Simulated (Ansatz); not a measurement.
Runs of Ansatz 0.2.0 on CaO. The structure is cubic, space group Fm-3m (No. 225). The conventional cell has a = 4.807 Å, b = 4.807 Å, c = 4.807 Å, α = 90.00°, β = 90.00°, γ = 90.00°. Around Ca (site symmetry m-3m) lie 6 O at 2.40 Å. Around O (site symmetry m-3m) lie 6 Ca at 2.40 Å. The cell is a database's computed one.

```csv
task,level,potentials or basis,cell,cutoff (eV),smearing,basis error allowed,gap on the mesh (eV),pressure (GPa),relaxed volume (Å³/atom)
relaxation of cell and atoms,BLYP+D4,"all-electron LAPW, scalar-relativistic",relaxed,-,fermi-dirac 0.05 eV,0.001 eV/atom,3.75,0.0,13.93
band structure,RPBE,"all-electron LAPW, scalar-relativistic",as given,246,fermi-dirac 0.05 eV,0.001 eV/atom,3.76,(b),-
single point,PBEsol,"all-electron LAPW, scalar-relativistic",as given,246,gaussian 0.05 eV,0.001 eV/atom,3.55,-2.7,-
relaxation of cell and atoms,BLYP,"all-electron LAPW, scalar-relativistic",relaxed,-,fermi-dirac 0.05 eV,0.001 eV/atom,3.75,0.0,14.44
Born charges and dielectric tensor,LDA,all-electron PAW datasets made for the crystal,as given,340,fixed,-,3.48,-,-
band structure,LDA,"all-electron LAPW, scalar-relativistic",as given,245,fermi-dirac 0.05 eV,0.001 eV/atom,3.48,-7.0,-
relaxation of cell and atoms,PBE+D4,"all-electron LAPW, scalar-relativistic",relaxed,-,fermi-dirac 0.05 eV,0.001 eV/atom,3.65,0.0,(a)
```

Alike in all rows: no spin polarisation; k mesh 10 × 10 × 10.

Q: Fill in the values left out.

A: (a) 13.82; (b) 5.4.

Caveats: the program warned that the printed levels may be off, so bands, gaps and densities of states are rough (some runs).

A k mesh can miss the band edges.

Not every run made on this cell is shown here.
